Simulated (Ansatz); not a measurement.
# Ti2CO2 MXene bilayer (AB) in a perpendicular field

Wanted: the out-of-plane response of the Ti2CO2 MXene bilayer (AB). A positive field points along +c.

Method: plane-wave DFT, r2SCAN-D4, Ansatz PAW (set soft_1); PAW set soft_1, in Ansatz 0.2.0.

**1. Starting point**

The cell holds 10 atoms: 4 O, 4 Ti and 2 C. Cell: a = 3.100 Å, b = 3.100 Å, c = 55.386 Å, α = 90.0°, β = 90.0°, γ = 120.0°. Regions: layer 1: Ti2CO2 MXene, 5 atoms (2 O, 2 Ti and 1 C); layer 2: Ti2CO2 MXene, 5 atoms (2 O, 2 Ti and 1 C). Vacuum lies along c.

**2. Relaxation**

The starting cell is a guess, so the in-plane lattice and the atoms are relaxed first, with the slab cut off from its images along the normal.

input.yaml reads:

```yaml
crystal:
  lattice:
    - [3.10024, 0.0, 0.0]
    - [-1.55012, 2.6848865978, 0.0]
    - [0.0, 0.0, 55.3861204531]
  atoms:
    - { symbol: O, position: [0.3333333333, 0.6666666667, 0.3899894021] }
    - { symbol: Ti, position: [0.6666666667, 0.3333333333, 0.4098185217] }
    - { symbol: C, position: [0.0, 0.0, 0.431904779] }
    - { symbol: Ti, position: [0.3333333333, 0.6666666667, 0.4539910363] }
    - { symbol: O, position: [0.6666666667, 0.3333333333, 0.4738201559] }
    - { symbol: O, position: [0.6666666667, 0.3333333333, 0.5261798441] }
    - { symbol: Ti, position: [0.0, 0.0, 0.5460089637] }
    - { symbol: C, position: [0.3333333333, 0.6666666667, 0.568095221] }
    - { symbol: Ti, position: [0.6666666667, 0.3333333333, 0.5901814783] }
    - { symbol: O, position: [0.0, 0.0, 0.6100105979] }
  periodic: [true, true, false]
kpoints:
  mp_grid: { grid: [12, 12, 1] }
hamiltonian:
  xc: r2scan
  dispersion: d4
  pseudopotentials: { kind: paw, azcp: { folder: soft_1 } }
scf:
  occupations: { method: fermi_dirac, width: 0.05 }
  convergence: { dr2_threshold: 1.0e-09 }
relax:
  f_tol: 0.004
  max_steps: 90
  cell: {}
output:
  write_potential: true
  write_density: true
  volumetric_format: npy
```

Run with:

```console
> ansatz run input.yaml --threads 4 --pin off --max-ram 6144MiB --backend cpu --events-out ev --progress --plain --runs-dir out
```

Numbers of over 12 decimals in the logs are rounded to 6 here.

Output:

```text
Warning: relax.cell: scf.convergence.dr2_threshold = 1e-9 eV is looser than the 2.03159561578e-10 eV advised for a relaxation that steers and ends on the stress (1e-10 eV for each atom of the cell: 10, times the square of relax.cell.stress_2d_tol = 0.05 N/m over 22.2 Å (the atoms' height at the walk's start and 5 Å past either face), 2.254e-2 GPa, over a crystal's default 0.05). What an SCF threshold leaves in a stress goes as its square root, and in the free energy as the threshold itself, and one threshold admits the most on a small cell: [figures from the program's tests cut] Set scf.convergence.dr2_threshold to 2.03159561578e-10 eV or tighter. [rest of the remark cut]
Engine: ansatz 0.2.0, aarch64-unknown-linux-gnu
Pseudopotentials: kind: paw
Pseudopotential: O, paw, valence charge 6, recommended cutoff 500 eV (meta_gga), soft_1/O.paw.azcp
Pseudopotential: Ti, paw, valence charge 12, recommended cutoff 500 eV (meta_gga), soft_1/Ti.paw.azcp
Pseudopotential: C, paw, valence charge 4, recommended cutoff 500 eV (meta_gga), soft_1/C.paw.azcp
Functional definition: r2SCAN
  parameter k0 = 0.174
  parameter k1 = 0.065
  parameter a1 = 4.9479
  exchange = r2scan_x(k0 = k0, k1 = k1, a1 = a1)
  correlation = r2scan_c
Crystal: 10 atoms, lattice volume = 461.023 Å³
Basis set: ecut = 500 eV, 11757 PW (Γ), exchange–correlation on 96×96×1620 points (64 copies of the dense FFT grid, shifted against one another)
Bands: 50, of which v1, the nominal top of the filled ones, is band 40 counted from 1 (39 counted from 0)
Symmetry: 12 space group operations
Space group: P-3m1 (ITA 164), of the structure as read, at distance tolerance 7.7e-5 Å
k-points: 19 of 144
Non-local potential: O, projectors of the file, l = 0: 2, l = 1: 2, l = 2: 1
Non-local potential: Ti, projectors of the file, l = 0: 3, l = 1: 2, l = 2: 3, l = 3: 1
Non-local potential: C, projectors of the file, l = 0: 2, l = 1: 2, l = 2: 1
PAW form: soft (Blöchl's): semilocal exchange-correlation on the pseudo side does not see the compensation charge
PAW frozen core: O, regenerated for the run's functional (the file was generated under x = pbe(κ = 0.804, μ = 0.219515), c = pbe(β = 0.066725))
PAW frozen core: Ti, regenerated for the run's functional (the file was generated under x = pbe(κ = 0.804, μ = 0.219515), c = pbe(β = 0.066725))
PAW frozen core: C, regenerated for the run's functional (the file was generated under x = pbe(κ = 0.804, μ = 0.219515), c = pbe(β = 0.066725))
PAW one-centre angular grid: O, 302 points (default); XC on 160 Gauss nodes
PAW one-centre angular grid: Ti, 590 points (default); XC on 160 Gauss nodes
PAW one-centre angular grid: C, 302 points (default); XC on 219 of its mesh's 2255 points in the sphere
Initial density: superposition of atomic densities (neutral atoms: chi_scale 0, normalization atom)
Initial wavefunctions: pseudopotential atomic-orbital guess
Functional: x = r2scan, c = r2scan; τ floored in thin density (d = 2e-4 eV/Å³)
SCF iter   1: F=—  HF=-12819.778551 eV  |F-HF|=—  |Δ(HF+E_count)|=         —  Δρ=1.07e-1  dr2=6.58e1  dr2_τ=4.30e0  ethr=3.10e-3  ⟨swp⟩=8.8  Hψ=5133  notcnv=0  defer=5
preconditioner: auto → Resta (q_TF=auto, 2.038 Å⁻¹)  ε∞=2.1  [insulator: Δε(μ)=2.896 eV  Ē_g=11.302 eV  σ=0.050 eV  W_gap=1.00  n_scr=34 (ndim 8)  ℏωp=12.0 eV  f_vac=0.723  D(μ)=0.00/eV (n_scr^D=0)  ε∞_Penn≈2.1  vacuum switching on, ρ_ref=9.3e-3 e/Å³]
SCF iter   2: F=—  HF=-12815.888936 eV  |F-HF|=—  |Δ(HF+E_count)|=    3.89e0  Δρ=1.42e-1  dr2=1.28e2  dr2_τ=1.02e1  ethr=3.10e-3  ⟨swp⟩=6.5  Hψ=3310  notcnv=0  defer=65
preconditioner: auto → LDOS  [metal: Δε(μ)=0.017 eV  Ē_g=6.973 eV  σ=0.050 eV  W_gap=0.09  n_scr=34 (ndim 8)  ℏωp=12.0 eV  f_vac=0.726  D(μ)=5.50/eV (n_scr^D=24)  β→1.0]
SCF iter   3: F=—  HF=-12806.270751 eV  |F-HF|=—  |Δ(HF+E_count)|=    9.62e0  Δρ=2.18e-2  dr2=2.88e0  dr2_τ=2.39e-1  ethr=3.10e-3  ⟨swp⟩=5.7  Hψ=2917  notcnv=0  defer=6
SCF iter   4: F=—  HF=-12805.918556 eV  |F-HF|=—  |Δ(HF+E_count)|=   3.52e-1  Δρ=6.51e-3  dr2=2.08e-1  dr2_τ=1.03e-2  ethr=3.10e-3  ⟨swp⟩=2.9  Hψ=1767  notcnv=0  defer=65
SCF iter   5: F=—  HF=-12805.972414 eV  |F-HF|=—  |Δ(HF+E_count)|=   5.39e-2  Δρ=6.57e-3  dr2=2.63e-1  dr2_τ=1.19e-2  ethr=2.60e-4  ⟨swp⟩=4.4  Hψ=2510  notcnv=0  defer=70
SCF iter   6: F=—  HF=-12805.932584 eV  |F-HF|=—  |Δ(HF+E_count)|=   3.98e-2  Δρ=3.10e-3  dr2=6.84e-2  dr2_τ=2.64e-3  ethr=2.60e-4  ⟨swp⟩=3.4  Hψ=1628  notcnv=0  defer=70
SCF iter   7: F=—  HF=-12805.928543 eV  |F-HF|=—  |Δ(HF+E_count)|=   4.04e-3  Δρ=1.77e-3  dr2=2.80e-2  dr2_τ=9.86e-4  ethr=8.56e-5  ⟨swp⟩=4.2  Hψ=2032  notcnv=0  defer=70
SCF iter   8: F=—  HF=-12805.925387 eV  |F-HF|=—  |Δ(HF+E_count)|=   3.16e-3  Δρ=6.16e-4  dr2=3.51e-3  dr2_τ=1.22e-4  ethr=3.50e-5  ⟨swp⟩=3.5  Hψ=1645  notcnv=0  defer=66
SCF iter   9: F=—  HF=-12805.925241 eV  |F-HF|=—  |Δ(HF+E_count)|=   1.46e-4  Δρ=4.43e-4  dr2=1.70e-3  dr2_τ=5.12e-5  ethr=4.39e-6  ⟨swp⟩=2.4  Hψ=1429  notcnv=0  defer=66
SCF iter  10: F=—  HF=-12805.925066 eV  |F-HF|=—  |Δ(HF+E_count)|=   1.75e-4  Δρ=1.01e-4  dr2=1.66e-4  dr2_τ=4.21e-6  ethr=2.13e-6  ⟨swp⟩=2.9  Hψ=1393  notcnv=0  defer=66
SCF iter  11: F=—  HF=-12805.925063 eV  |F-HF|=—  |Δ(HF+E_count)|=   3.95e-6  Δρ=4.81e-5  dr2=2.67e-5  dr2_τ=1.03e-6  ethr=2.07e-7  ⟨swp⟩=3.5  Hψ=1884  notcnv=0  defer=66
SCF iter  12: F=—  HF=-12805.925061 eV  |F-HF|=—  |Δ(HF+E_count)|=   1.51e-6  Δρ=1.57e-5  dr2=7.04e-7  dr2_τ=8.78e-8  ethr=3.33e-8  ⟨swp⟩=3.2  Hψ=1633  notcnv=0  defer=66
SCF iter  13: F=—  HF=-12805.925068 eV  |F-HF|=—  |Δ(HF+E_count)|=   7.32e-6  Δρ=6.65e-6  dr2=1.68e-7  dr2_τ=1.36e-8  ethr=8.80e-10  ⟨swp⟩=3.9  Hψ=2322  notcnv=0  defer=66
SCF iter  14: F=—  HF=-12805.925068 eV  |F-HF|=—  |Δ(HF+E_count)|=   4.34e-8  Δρ=3.64e-6  dr2=8.25e-8  dr2_τ=6.21e-9  ethr=2.10e-10  ⟨swp⟩=2.9  Hψ=1881  notcnv=0  defer=66
SCF iter  15: F=—  HF=-12805.925068 eV  |F-HF|=—  |Δ(HF+E_count)|=   1.65e-9  Δρ=9.77e-7  dr2=3.04e-9  dr2_τ=2.30e-10  ethr=1.03e-10  ⟨swp⟩=3.1  Hψ=1627  notcnv=0  defer=66
SCF iter  16: F=—  HF=-12805.925068 eV  |F-HF|=—  |Δ(HF+E_count)|=  8.22e-10  Δρ=4.33e-7  dr2=1.29e-9  dr2_τ=7.32e-11  ethr=1.25e-12  ⟨swp⟩=12.7  Hψ=7712  notcnv=0
SCF iter  17: F=-12805.925068 eV  HF=-12805.925068 eV  |F-HF|=1.52e-9  |Δ(HF+E_count)|=   1.71e-9  Δρ=1.44e-7  dr2=8.66e-11  dr2_τ=9.24e-12  ethr=1.25e-12  ⟨swp⟩=10.8  Hψ=6446  notcnv=0
SCF 1 converged in 17 iterations: F = -12805.925068 eV  dr2 = 8.66e-11
  greatest PAW one-centre occupation: 1.000 electrons in one spin orbital (limit 2), on the Ti atom at site 8 (counted from 0), in its partial waves of l = 0
[...]
SCF iter  13: F=-12807.849879 eV  HF=-12807.849879 eV  |F-HF|=4.15e-10  |Δ(HF+E_count)|=   2.81e-9  Δρ=1.66e-7  dr2=9.07e-11  dr2_τ=1.18e-11  ethr=1.25e-12  ⟨swp⟩=11.4  Hψ=6871  notcnv=0
SCF 3 converged in 13 iterations: F = -12807.849879 eV  dr2 = 9.07e-11
  greatest PAW one-centre occupation: 1.000 electrons in one spin orbital (limit 2), on the Ti atom at site 6 (counted from 0), in its partial waves of l = 1
relax step   3: F+E_penalty+E_count = -12807.84987877 eV  Δ(F+E_penalty+E_count) = -2.129e-2 eV  max|allowed force component| = 6.619e-1 eV/Å  Δτ_max = 0.1431 Å  P = -1.994 N/m  Ω = 443.237 Å³  energy of the carried Pulay correction = +3.041e-3 eV  fix = [c, alpha, beta]  reactions: c -0.000 N/m  (13 SCF iters, accepted)
[...]
relax step   4: F+E_penalty+E_count = -12807.94398098 eV  Δ(F+E_penalty+E_count) = -9.410e-2 eV  max|allowed force component| = 7.178e-2 eV/Å  Δτ_max = 0.1162 Å  P = -0.438 N/m  Ω = 435.812 Å³  energy of the carried Pulay correction = +4.346e-3 eV  fix = [c, alpha, beta]  reactions: c -0.000 N/m  (15 SCF iters, accepted)
[...]
relax step   5: F+E_penalty+E_count = -12807.94443997 eV  Δ(F+E_penalty+E_count) = -4.590e-4 eV  max|allowed force component| = 1.369e-2 eV/Å  Δτ_max = 0.0028 Å  P = +0.115 N/m  Ω = 435.587 Å³  energy of the carried Pulay correction = +4.386e-3 eV  fix = [c, alpha, beta]  reactions: c +0.000 N/m  (10 SCF iters, accepted)
[...]
relax step   6: F+E_penalty+E_count = -12807.94443969 eV  Δ(F+E_penalty+E_count) = +2.731e-7 eV  max|allowed force component| = 7.942e-4 eV/Å  Δτ_max = 0.0015 Å  P = -0.006 N/m  Ω = 435.687 Å³  energy of the carried Pulay correction = +4.368e-3 eV  fix = [c, alpha, beta]  reactions: c -0.000 N/m  (9 SCF iters, accepted)
Initial wavefunctions: pseudopotential atomic-orbital guess (no wavefunctions were taken with the density)
iter 1 solved again at ethr=5.76e-8 eV; its pass at ethr=3.10e-3 eV (dr2=4.61e-5 eV) is discarded
SCF iter   1: F=—  HF=-12807.939934 eV  |F-HF|=—  |Δ(HF+E_count)|=         —  Δρ=9.54e-5  dr2=3.80e-6  dr2_τ=2.08e-5  ethr=5.76e-8  ⟨swp⟩=7.1  Hψ=10239  notcnv=0
SCF iter   2: F=—  HF=-12807.939955 eV  |F-HF|=—  |Δ(HF+E_count)|=   2.11e-5  Δρ=4.86e-5  dr2=1.06e-6  dr2_τ=1.23e-6  ethr=4.75e-9  ⟨swp⟩=3.3  Hψ=2095  notcnv=0
SCF iter   3: F=—  HF=-12807.939958 eV  |F-HF|=—  |Δ(HF+E_count)|=   3.09e-6  Δρ=1.04e-5  dr2=6.12e-7  dr2_τ=4.59e-8  ethr=1.33e-9  ⟨swp⟩=3.2  Hψ=1904  notcnv=0
SCF iter   4: F=—  HF=-12807.939958 eV  |F-HF|=—  |Δ(HF+E_count)|=   7.74e-8  Δρ=1.94e-6  dr2=1.73e-8  dr2_τ=3.18e-9  ethr=7.65e-10  ⟨swp⟩=2.8  Hψ=1625  notcnv=0
SCF iter   5: F=—  HF=-12807.939958 eV  |F-HF|=—  |Δ(HF+E_count)|=   9.97e-9  Δρ=1.33e-6  dr2=3.54e-8  dr2_τ=8.86e-10  ethr=2.17e-11  ⟨swp⟩=3.9  Hψ=2150  notcnv=0
SCF iter   6: F=-12807.939958 eV  HF=-12807.939958 eV  |F-HF|=2.40e-10  |Δ(HF+E_count)|=   1.05e-9  Δρ=5.46e-7  dr2=6.42e-10  dr2_τ=1.93e-10  ethr=1.25e-12  ⟨swp⟩=14.5  Hψ=8336  notcnv=0
SCF 7 converged in 6 iterations: F = -12807.939958 eV  dr2 = 6.42e-10
relax step   7: F+E_penalty+E_count = -12807.93995805 eV  Δ(F+E_penalty+E_count) = +4.482e-3 eV  max|allowed force component| = 8.206e-4 eV/Å  Δτ_max = 0.0000 Å  P = +0.007 N/m  Ω = 435.687 Å³  fix = [c, alpha, beta]  reactions: c +0.000 N/m  stress off target by 7.45e-3 N/m on what of the cell is left free  SCF on the basis re-selected at this cell (its energy is not comparable with the rows above)  (6 SCF iters)
basis re-selected at this cell: Δ(F+E_penalty+E_count) = +4.482e-3 eV, ΔP = +0.014 N/m vs the last step (what re-selecting the basis moved, of the pressure what is left beyond the Pulay correction that the steps carried, after the strain that the cell walked since its last selection, with what the two solves' SCF thresholds leave and, on support functions, any second-order correction that the steps lacked; it is no m [...]
WARN: The output density's exchange-correlation potential varies sharply where the density is thin. Do not read a vacuum level from v_tot or v_xc, or from such a field of the output density. On a cell that repeats whose density bears no net charge and no dipole along the vacuum's axis use v_es (v_loc + v_h of the components); under efield.dipole_correction with no amplitude use v_es + v_field, which holds any externa [...]
SCF converged after 6 iterations
Free energy (F): -12807.939958 eV
Harris-Foulkes:  -12807.939958 eV  (|F-HF|=2.40e-10)
Internal energy: -12807.939641 eV  (E = F + TS)
E sigma→0 (E₀):  -12807.939799 eV
Entropy (-TS):   -0.000318 eV (-0.032 meV/atom)
Fermi energy:    -5.696226 eV
--- Per-component energies (eV) ---
  E_band       = -2154.943519
  E_kinetic    = 1972.092650
  E_local      = -679754.755692  (includes V_loc(G=0)·N_el)
  E_nonlocal   = 481.565857
  E_hartree    = 338579.056875
  E_xc         = -831.784636
  E_vxc        = -1188.818708  (∫ρ·V_xc dr)
  E_paw        = -5055.698077  (= ΣΔE_a)
  E_vpaw       = -898.085185  (= ΣTr[D̂ρ^β])
  E_aug_tail   = 0.001106  (compensation charges beyond the density's cutoff)
  E_vtau       = 74.946896  (kinetic-family band-sum trace: ∫τ·v_τ [+ j·A + Jᵃ·Aᵃ] dr)
  E_ewald      = 331803.461128
  E_disp       = -0.687713  (pairwise vdW)
  E_core_change = -1.191138  (= ΣΔE_core)
  E_smearing   = -0.000318  (= −TS)
  E_closure    = -0.000000  (closes the sum)
  Σ components = -12807.939958   (vs F -12807.939958, Δ=0.00e0)
--- Forces (eV/Å), atoms counted from 1 ---
  atom   1  O      0.00000000     0.00000000    -0.00024411
  atom   2  Ti    -0.00000000     0.00000000    -0.00005498
  atom   3  C     -0.00000000    -0.00000000     0.00082064
  atom   4  Ti     0.00000000    -0.00000000    -0.00064897
  atom   5  O      0.00000000    -0.00000000     0.00039126
  atom   6  O      0.00000000     0.00000000    -0.00039126
  atom   7  Ti     0.00000000     0.00000000     0.00064897
  atom   8  C      0.00000000     0.00000000    -0.00082064
  atom   9  Ti     0.00000000    -0.00000000     0.00005498
  atom  10  O     -0.00000000    -0.00000000     0.00024411
  max |Σ_I F_I| component: 3.70e-17 eV/Å
--- 2D stress c σ (N/m, compression-positive) ---
        0.007450       0.000000       0.000000
        0.000000       0.007450       0.000000
        0.000000       0.000000       0.000000
  P = ½ c Tr σ = 0.0074 N/m
--- Band table (eV; the first three rows and the last of 19) ---
  k-point 0: bands = [... 36 lower, -5.9385, -5.9385, -5.9293, -5.9293, -5.0925, -5.0925, -5.0918, -5.0918, ... 6 higher]
  k-point 1: bands = [... 36 lower, -6.6866, -6.6804, -6.3968, -6.3897, -4.8891, -4.8814, -4.6308, -4.6268, ... 6 higher]
  k-point 2: bands = [... 36 lower, -7.0544, -6.9883, -6.9827, -6.9472, -5.0468, -5.0181, -4.3642, -4.3598, ... 6 higher]
  k-point 18: bands = [... 36 lower, -9.0653, -8.9575, -8.9575, -8.8239, -4.5783, -4.5783, -4.1315, -4.1315, ... 6 higher]
  the weakly bound empty levels are not read free of the cell's end (no_gap_told)
--- Relaxed structure (6 steps of the walk, 6 accepted, 1 SCFs on fresh bases) ---
  F+E_penalty+E_count = -12807.93995805 eV   max|allowed force component| = 8.206e-4 eV/Å   (the final SCF, on the basis selected at the relaxed cell)
  cell:  # Å, volume = 435.6866 Å³
    - [3.013848, 0, 0]
    - [-1.506924, 2.610069, 0]
    - [0, 0, 55.3861204531]
  atoms:
    - { symbol: O, position: [0.333333, 0.666667, 0.392803] }
    - { symbol: Ti, position: [0.666667, 0.333333, 0.408969] }
    - { symbol: C, position: [6.730454325855218e-18, 1.110223024649391e-17, 0.432517] }
    - { symbol: Ti, position: [0.333333, 0.666667, 0.456058] }
    - { symbol: O, position: [0.666667, 0.333333, 0.472205] }
    - { symbol: O, position: [0.666667, 0.333333, 0.527795] }
    - { symbol: Ti, position: [3.187648523527991e-18, 1.1102230246493907e-17, 0.543942] }
    - { symbol: C, position: [0.333333, 0.666667, 0.567483] }
    - { symbol: Ti, position: [0.666667, 0.333333, 0.591031] }
    - { symbol: O, position: [2.200941702845574e-18, 1.110223024649389e-17, 0.607197] }
```

Wall time 2.2 min (4 threads of Arm Neoverse V2, shared host); peak memory 2 GiB; 8.5 min of CPU time.

Step by step:

```csv
step,energy less that of the first step (eV),largest force component (eV/Å),volume (Å³)
1,0.0000,4.0730,461.02
2,-1.9035,0.7395,436.22
3,-1.9248,0.6619,443.24
4,-2.0189,0.0718,435.81
5,-2.0194,0.0137,435.59
6,-2.0194,0.0008,435.69
7*,-2.0149,0.0008,435.69
```

Relaxation steps marked * repeat the geometry before them on a plane-wave basis chosen anew for their cell, so energy and pressure can jump there.

The run keeps the 12 symmetry operations that it works with, so distortions that break them were not tested.

```csv
cell as run,before,after,change
a (Å),3.100,3.014,-2.8 %
b (Å),3.100,3.014,-2.8 %
```

The atoms that moved most (Å, along periodic axes as changes of fractional coordinates times the final cell, across vacuum about the mean position):

```csv
atom,dx,dy,dz,length
O1,0.000,0.000,0.156,0.156
O10,0.000,0.000,-0.156,0.156
Ti7,0.000,0.000,-0.114,0.114
Ti4,0.000,0.000,0.114,0.114
O6,0.000,0.000,0.089,0.089
O5,0.000,0.000,-0.089,0.089
Ti9,0.000,0.000,0.047,0.047
Ti2,0.000,0.000,-0.047,0.047
```

Numbers from this step:

- energy at zero smearing: -12807.9398 eV

The lattice constant a goes from 3.100 to 3.014 Å.

(Continued in part 2 of 3.)

[Logs are printed without paths, hosts, clocks, repeated set-up lines and the standing remarks that a program may print on its own settings, such as how far it seeks lower states.]

[Hosts, paths, dates, database ids (printed as entryN), source tags and the programs' standing remarks are cut or masked in the printed files.]

[Maps of the electrostatic potential energy from Ansatz leave out the sawtooth potential of an applied field or a dipole correction, so their vacuum need not be flat; planar profiles and work functions include it.]
